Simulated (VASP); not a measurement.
InP (strained zincblende): one PBE single-point calculation in two programs

```cif
data_structure
_symmetry_space_group_name_H-M 'P 1'
_symmetry_Int_Tables_number 1
_cell_length_a 4.2377
_cell_length_b 4.2377
_cell_length_c 4.2972
_cell_angle_alpha 59.534
_cell_angle_beta 59.534
_cell_angle_gamma 60.931
_cell_volume 54.54
loop_
_atom_site_label
_atom_site_type_symbol
_atom_site_fract_x
_atom_site_fract_y
_atom_site_fract_z
_atom_site_occupancy
In1 In 0.00000 0.00000 0.00000 1
P1 P 0.25000 0.25000 0.25000 1
```

Datasets and cutoffs are each program's own. VASP's cell holds 18 valence electrons and Ansatz's 18. Ansatz's stress includes a Pulay correction; VASP's doesn't.

Cutoffs: 520 eV in VASP, 420 eV in Ansatz. k meshes: 8×8×8 and 8×8×8.

|  | VASP | Ansatz |
| --- | --- | --- |
| gap between bands v and c | 0.19 eV | 0.19 eV |
| least direct gap | 0.19 eV | 0.19 eV |
| pressure | -1.7 GPa | -1.7 GPa |

Band v is the last that the valence electrons fill when counted band by band, and c is the next. Levels in eV from the top of v, Ansatz:

| point | v−1 | v | c | c+1 |
| --- | --- | --- | --- | --- |
| Γ | -0.12 | 0.00 | 0.19 | 3.97 |
| X | -2.24 | -2.24 | 1.73 | 2.02 |
| K | -3.01 | -1.75 | 2.37 | 4.21 |
| L | -1.02 | -0.86 | 1.22 | 4.62 |
| W | -2.71 | -2.65 | 3.90 | 4.14 |

VASP:

| point | v−1 | v | c | c+1 |
| --- | --- | --- | --- | --- |
| Γ | -0.12 | 0.00 | 0.19 | 3.97 |
| X | -2.24 | -2.24 | 1.72 | 2.01 |
| K | -3.01 | -1.75 | 2.37 | 4.21 |
| L | -1.02 | -0.86 | 1.22 | 4.63 |
| W | -2.71 | -2.65 | 3.90 | 4.14 |
